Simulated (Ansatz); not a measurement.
A 4-atom cell of BN started from a crystallographic database, relaxed with r2SCAN: space group P6_3mc (No. 186), hexagonal; a = 2.544 Å, c = 4.208 Å in the conventional setting, 5.90 Å³ an atom. B is surrounded by 4 N at 1.56–1.58 Å; N is surrounded by 4 B at 1.56–1.58 Å. One-shot G0W0@PBE in Ansatz 0.2.0 on a 6×6×4 mesh (contour deformation, no spin-orbit coupling), from a PBE gap of 5.206 eV over the mesh points (the G0W0 gap is indirect on the mesh); the number N of bands summed and the screening cutoff rise together. The values are computed, spin-unpolarised, and not measurements.

| N | cutoff (eV) | 1000/N | G0W0 gap (eV) |
| --- | --- | --- | --- |
| 46 | 80 | 21.739 | 6.404 |
| 96 | 140 | 10.417 | 6.675 |

Task: Lay a straight line in 1000/N through these rows.

Result: The slope is -0.0239 eV per unit of 1000/N and the intercept 6.924 eV.

Task: Predict the gap at N = 170 (210 eV).

Result: 6.924 + (-0.0239) × 5.882 = 6.783 eV; the run gives 6.844 eV, +0.061 eV from the line.

Task: With that run's result added, what limit do the last two rows suggest?

Result: Their slope is (6.844 − 6.675)/(5.882 − 10.417) = -0.0373, which meets 1/N = 0 at 7.06 eV, against 6.924 eV from the first line. The slope steepens, so 1/N isn't yet asymptotic and the true limit probably lies higher still; the k mesh isn't extrapolated.
